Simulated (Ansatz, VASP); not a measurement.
# Ti3Sn in two plane-wave programs, part 2 of 2

Wanted: the spread between two codes on one cell, functional and k mesh. The cell is taken from a series of runs on this material, whose earlier steps may have relaxed, scaled, displaced or heated it; both programs get it as it stands.

VASP 6.6.1 and Ansatz 0.2.0.

So far: Set-up; Ansatz: relaxation of cell and atoms, r2SCAN.

## (3) VASP: relaxation of cell and atoms, r2SCAN

Level of this step: r2SCAN; plane waves and PAW (Ti_sv, Sn_d) (VASP).

The same cell, functional, mesh and smearing now go to VASP, with its own data sets.

Lines of VASP's logs that name or quote its potential files are left out, and so is its time.

File INCAR:

```
SYSTEM = Ti3Sn
PREC = Accurate
ENCUT = 550
EDIFF = 1E-07
NELM = 120
ISMEAR = 0
SIGMA = 0.1
LREAL = .FALSE.
ALGO = Normal
METAGGA = R2SCAN
LASPH = .TRUE.
NBANDS = 62
LORBIT = 11
LWAVE = .FALSE.
LCHARG = .FALSE.
ISIF = 3
IBRION = 2
NSW = 80
EDIFFG = -0.005
GGA_COMPAT = .FALSE.
NELMIN = 4
LMIXTAU = .TRUE.
KPAR = 2
```

File POSCAR:

```
Ti3Sn
1.0
    5.9121820000      0.0000000000      0.0000000000
   -2.9560910000      5.1201000000      0.0000000000
    0.0000000000      0.0000000000      4.7562220000
Ti Sn
6 2
Direct
    0.1642509912      0.3285019824      0.7499998949
    0.6714979063      0.8357489112      0.7499998949
    0.1642510049      0.8357489112      0.7499998949
    0.8357490088      0.6714980176      0.2500001051
    0.3285020937      0.1642510888      0.2500001051
    0.8357489951      0.1642510888      0.2500001051
    0.6666666667      0.3333333333      0.7499998949
    0.3333333333      0.6666666667      0.2500001051
```

File KPOINTS:

```
Automatic mesh
0
Gamma
6 6 6
0 0 0
```

The projector-augmented-wave data sets are Ti_sv and Sn_d (PBE family, release 64).

The run is started by

```
$ mpirun -np 2 vasp_std
```

Numbers of over 12 decimals in the logs are rounded to 6 here.

The log of the run:

```text
[banner, memory and clock lines left out]
running    2 mpi-ranks, on    1 nodes
 distrk:  each k-point on    1 cores,    2 groups
 distr:  one band on    1 cores,    1 groups

 POSCAR found type information on POSCAR TiSn
 POSCAR found :  2 types and       8 ions
|                                                                             |
|               ----> ADVICE to this user running VASP <----                  |
|                                                                             |
|     You enforced a specific xc type in the INCAR file but a different       |
|     [... a line on the potential file left out ...]
|     I HOPE YOU KNOW WHAT YOU ARE DOING!                                     |
|                                                                             |

 LDA part: xc-table for (None), standard interpolation
 POSCAR, INCAR and KPOINTS ok, starting setup
 FFT: planning ... GRIDC
 FFT: planning ... GRID_SOFT
 FFT: planning ... GRID
 WAVECAR not read
 entering main loop
       N       E                     dE             d eps       ncg     rms          rms(c)
DAV:   1     0.139639157228E+04    0.13964E+04   -0.51587E+04  3486   0.244E+03
DAV:   2     0.877302783721E+02   -0.13087E+04   -0.12860E+04  3472   0.717E+02
DAV:   3    -0.120165811770E+03   -0.20790E+03   -0.20030E+03  4272   0.247E+02
DAV:   4    -0.156222557180E+03   -0.36057E+02   -0.35213E+02  5192   0.829E+01
DAV:   5    -0.159592521444E+03   -0.33700E+01   -0.33520E+01  5512   0.210E+01    0.254E+01
DAV:   6    -0.134820906105E+03    0.24772E+02   -0.66104E+01  4302   0.571E+01    0.452E+00
DAV:   7    -0.126419165251E+03    0.84017E+01   -0.59296E+00  4464   0.124E+01    0.312E+00
DAV:   8    -0.130120582675E+03   -0.37014E+01   -0.31836E+00  3878   0.960E+00    0.193E+00
DAV:   9    -0.129894850466E+03    0.22573E+00   -0.13477E+00  3784   0.750E+00    0.606E-01
DAV:  10    -0.129616483287E+03    0.27837E+00   -0.36004E-01  4866   0.233E+00    0.872E-01
DAV:  11    -0.129579297202E+03    0.37186E-01   -0.26893E-02  4320   0.113E+00    0.660E-01
DAV:  12    -0.129823948228E+03   -0.24465E+00   -0.11785E-01  3766   0.205E+00    0.338E-01
DAV:  13    -0.129830004122E+03   -0.60559E-02   -0.11743E-02  4616   0.608E-01    0.173E-01
DAV:  14    -0.129830492250E+03   -0.48813E-03   -0.89412E-04  5106   0.144E-01    0.154E-01
[...]
DAV:  20    -0.129830582866E+03    0.87799E-05   -0.12750E-05  3986   0.217E-02    0.512E-03
DAV:  21    -0.129830582869E+03   -0.36289E-08   -0.44408E-06  4146   0.142E-02    0.244E-03
DAV:  22    -0.129830582421E+03    0.44871E-06   -0.18022E-06  3724   0.805E-03    0.224E-03
DAV:  23    -0.129830581635E+03    0.78593E-06   -0.37744E-07  3160   0.319E-03    0.183E-03
DAV:  24    -0.129830582034E+03   -0.39899E-06   -0.39766E-07  3060   0.381E-03    0.570E-04
DAV:  25    -0.129830582137E+03   -0.10274E-06   -0.61505E-08  2204   0.190E-03    0.250E-04
DAV:  26    -0.129830582374E+03   -0.23773E-06   -0.22384E-08  2186   0.891E-04    0.169E-04
DAV:  27    -0.129830582360E+03    0.14752E-07   -0.12388E-08  2186   0.640E-04
   1 F= -.12983058E+03 E0= -.12980956E+03  d E =-.129831E+03
[...]
2 F= -.12983101E+03 E0= -.12981019E+03  d E =-.431268E-03
[...]
3 F= -.12983279E+03 E0= -.12981187E+03  d E =-.220975E-02
[...]
4 F= -.12983299E+03 E0= -.12981209E+03  d E =-.202294E-03
[...]
5 F= -.12983304E+03 E0= -.12981215E+03  d E =-.243234E-03
[...]
6 F= -.12983304E+03 E0= -.12981214E+03  d E =-.243753E-03
 curvature:  -0.79 expect dE=-0.298E-04 dE for cont linesearch -0.354E-09
 trial: gam= 0.12154 g(F)=  0.218E-04 g(S)=  0.158E-04 ort = 0.383E-06 (trialstep = 0.103E+01)
 search vector abs. value=  0.425E-04
 bond charge predicted
       N       E                     dE             d eps       ncg     rms          rms(c)
DAV:   1    -0.129832843228E+03    0.19268E-03   -0.95056E-03  3958   0.121E+00    0.409E-02
DAV:   2    -0.129833060980E+03   -0.21775E-03   -0.24324E-03  3748   0.270E-01    0.265E-02
DAV:   3    -0.129833064473E+03   -0.34929E-05   -0.14765E-04  4748   0.847E-02    0.164E-02
DAV:   4    -0.129833059805E+03    0.46684E-05   -0.18626E-05  4600   0.317E-02    0.357E-03
DAV:   5    -0.129833061212E+03   -0.14074E-05   -0.64110E-06  4698   0.163E-02    0.213E-03
DAV:   6    -0.129833060882E+03    0.33040E-06   -0.19513E-06  4168   0.132E-02    0.146E-03
DAV:   7    -0.129833061561E+03   -0.67914E-06   -0.31676E-07  3136   0.344E-03    0.448E-04
DAV:   8    -0.129833061313E+03    0.24811E-06   -0.11792E-07  2398   0.268E-03    0.198E-04
DAV:   9    -0.129833061427E+03   -0.11452E-06   -0.35132E-08  2024   0.173E-03    0.785E-05
DAV:  10    -0.129833061396E+03    0.31579E-07   -0.13575E-08  1964   0.677E-04
   7 F= -.12983306E+03 E0= -.12981216E+03  d E =-.255368E-04
 trial-energy change:   -0.000026  1 .order   -0.000025   -0.000039   -0.000011
 step:   1.4133(harm=  1.4622)  dis= 0.00077  next Energy=  -129.833064 (dE=-0.277E-04)
 reached required accuracy - stopping structural energy minimisation
```

OUTCAR, selected parts (step 3):

```text
ion  position               nearest neighbor table
   1  0.164  0.329  0.750-   5 2.91   6 2.91   5 2.91   6 2.91   2 2.91   3 2.91   8 2.94   8 2.94
                             7 2.96   7 2.96
   2  0.671  0.836  0.750-   4 2.91   6 2.91   4 2.91   6 2.91   1 2.91   3 2.91   8 2.94   8 2.94
                             7 2.96   7 2.96
   3  0.164  0.836  0.750-   4 2.91   5 2.91   4 2.91   5 2.91   1 2.91   2 2.91   8 2.94   8 2.94
                             7 2.96   7 2.96
   4  0.836  0.671  0.250-   2 2.91   3 2.91   2 2.91   3 2.91   5 2.91   6 2.91   7 2.94   7 2.94
                             8 2.96   8 2.96
   5  0.329  0.164  0.250-   1 2.91   3 2.91   1 2.91   3 2.91   4 2.91   6 2.91   7 2.94   7 2.94
                             8 2.96   8 2.96
   6  0.836  0.164  0.250-   1 2.91   2 2.91   1 2.91   2 2.91   4 2.91   5 2.91   7 2.94   7 2.94
                             8 2.96   8 2.96
   7  0.667  0.333  0.750-   6 2.94   5 2.94   4 2.94   6 2.94   5 2.94   4 2.94   3 2.96   2 2.96
                             1 2.96   1 2.96   2 2.96   3 2.96
   8  0.333  0.667  0.250-   3 2.94   2 2.94   1 2.94   3 2.94   2 2.94   1 2.94   6 2.96   5 2.96
                             4 2.96   4 2.96   5 2.96   6 2.96

  LATTYP: Found a hexagonal cell.
 ALAT       =     5.9121820000
 C/A-ratio  =     0.8044782789

 Subroutine GETGRP returns: Found 24 space group operations
 (whereof 12 operations were pure point group operations)

The static configuration has the point symmetry D_3d.
 The point group associated with its full space group is D_6h.

 Found     28 irreducible k-points:

   k-points           NKPTS =     28   k-points in BZ     NKDIM =     28   number of bands    NBANDS=     62

   dimension x,y,z NGX =    48 NGY =   48 NGZ =   36
   dimension x,y,z NGXF=    96 NGYF=   96 NGZF=   72

   ENCUT  =  550.0 eV  40.42 Ry    6.36 a.u.  11.31 11.31  9.09*2*pi/ulx,y,z

   NELECT =     100.0000    total number of electrons

 k-points in reciprocal lattice and weights: Automatic mesh
   0.00000000  0.00000000  0.00000000       0.005
   0.16666667 -0.00000000  0.00000000       0.028
   0.33333333 -0.00000000  0.00000000       0.028
   0.50000000 -0.00000000  0.00000000       0.014
   0.16666667  0.16666667  0.00000000       0.028
   0.33333333  0.16666667  0.00000000       0.056
   0.33333333  0.33333333  0.00000000       0.009
   0.00000000  0.00000000  0.16666667       0.009
   0.16666667 -0.00000000  0.16666667       0.056
[...]
0.33333333  0.16666667  0.50000000       0.056
   0.33333333  0.33333333  0.50000000       0.009

 average (electrostatic) potential at core
       1 -75.8841       2 -75.8841       3 -75.8841       4 -75.8841       5 -75.8841
       6 -75.8841       7-102.5135       8-102.5135

 E-fermi :   9.5177

 k-point     1 :       0.0000    0.0000    0.0000
  band No.  band energies     occupation
    ...
     46       8.2135      2.00000
     47       8.3501      2.00000
     48       8.4940      2.00000
     49       8.4940      2.00000
     50       8.8644      2.00000
     51       9.9697      0.00000
     52       9.9697      0.00000
     53      10.0112      0.00000
     54      10.0464      0.00000
     55      10.0464      0.00000
    ...

 k-point     2 :       0.1667   -0.0000    0.0000
  band No.  band energies     occupation
    ...
     46       8.1891      2.00000
     47       8.3018      2.00000
     48       8.5386      2.00000
     49       8.8463      2.00000
     50       9.0488      2.00000
     51       9.9544      0.00000
     52       9.9952      0.00000
     53      10.0214      0.00000
     54      10.0824      0.00000
     55      10.0949      0.00000
    ...

 k-point     3 :       0.3333   -0.0000    0.0000
  band No.  band energies     occupation
    ...
     45       8.2119      2.00000
     46       8.5407      2.00000
     47       8.5966      2.00000
     48       8.6367      2.00000
     49       8.7987      2.00000
     50       9.6243      0.13179
     51       9.9136      0.00000
     52       9.9538      0.00000
     53       9.9621      0.00000
     54      10.1627      0.00000
    ...

  Total        0.0097495      0.0097495     -0.0092615     -0.0000000     -0.0000000      0.0000000
  in kB        0.1091509      0.1091509     -0.1036875     -0.0000000     -0.0000000      0.0000000
  external PRESSURE =       0.0382047 kB  Pullay stress =       0.0000000 kB

  energy-cutoff  :      550.00
  volume of cell :      143.11
      direct lattice vectors                 reciprocal lattice vectors
     5.894626082  0.000000000  0.000000000     0.169646045  0.097945186  0.000000000
    -2.947313041  5.104896127 -0.000000000    -0.000000000  0.195890372  0.000000000
     0.000000000 -0.000000000  4.755779865    -0.000000000  0.000000000  0.210270456

 POSITION                                       TOTAL-FORCE (eV/Angst)
 -----------------------------------------------------------------------------------
      0.00000      1.67970      3.56683        -0.000000      0.002668      0.000000
      1.49265      4.26505      3.56683        -0.002310     -0.001334      0.000000
     -1.49265      4.26505      3.56683         0.002310     -0.001334     -0.000000
      2.94731      3.42520      1.18895         0.000000     -0.002668      0.000000
      1.45466      0.83985      1.18895         0.002310      0.001334     -0.000000
      4.43997      0.83985      1.18895        -0.002310      0.001334     -0.000000
      2.94731      1.70163      3.56683         0.000000      0.000000     -0.000000
     -0.00000      3.40326      1.18895        -0.000000      0.000000     -0.000000
 -----------------------------------------------------------------------------------
    total drift:                               -0.000001      0.000000      0.000000

  FREE ENERGIE OF THE ION-ELECTRON SYSTEM (eV)
  ---------------------------------------------------
  free  energy   TOTEN  =      -129.8330613956 eV

  energy  without entropy=     -129.7912490118  energy(sigma->0) =     -129.81215520

 reached required accuracy - stopping structural energy minimisation

 total charge
# of ion       s       p       d       tot
------------------------------------------
    1        2.207   6.122   1.888  10.217
    2        2.207   6.122   1.888  10.217
    3        2.207   6.122   1.888  10.217
    4        2.207   6.122   1.888  10.217
    5        2.207   6.122   1.888  10.217
    6        2.207   6.122   1.888  10.217
    7        1.070   1.509  10.017  12.597
    8        1.070   1.509  10.017  12.597
--------------------------------------------------
tot         15.380  39.752  31.361  86.493

[... 3 further parts left out ...]
```

The PAW data sets were made with PBE, which is usual practice but a small mismatch for other functionals. The run keeps the 24 symmetry operations of its start, so it cannot find a distortion of lower symmetry.

## (4) Comparison

Known differences besides the potentials themselves: VASP keeps PBE cores, Ansatz makes them for the functional; the cutoff is 500 eV in Ansatz and 550 eV in VASP; Ansatz adds a Pulay correction to the stress that steers its cell, VASP none; in our runs with r2SCAN, forces from VASP's data set Ti_sv part from Ansatz's all-electron ones, so neither program is the reference here. Total energies have different zeros and are not compared.

The two programs side by side:

| quantity | Ansatz | VASP | difference |
| --- | --- | --- | --- |
| volume (Å³) | 142.66 | 143.11 | -0.32 % |
| edge a after relaxation, in the typed setting (Å) | 5.889 | 5.895 | -0.09 % |
| edge c after relaxation, in the typed setting (Å) | 4.750 | 4.756 | -0.13 % |

## (5) Outcome

| Quantity | Value |
| --- | --- |
| difference in volume (relaxation of cell and atoms, r2SCAN) | -0.32 % |

What this shows: The difference in volume is -0.32 % (relaxation of cell and atoms, r2SCAN), within the 1.2 % picked in this series as the mark of a large difference, as far as the stopping tolerances let one tell. 1 further run of this series is not shown here. How closely two codes agree says nothing of how well the functional describes the real material.

[Lines on the potential files, build, host, timing and source positions are cut from VASP's logs without a mark.]

[Logs are printed without paths, hosts, clocks, repeated set-up lines and the standing remarks that a program may print on its own settings, such as how far it seeks lower states.]

[Hosts, paths, dates, database ids (printed as entryN), source tags and the programs' standing remarks are cut or masked in the printed files.]
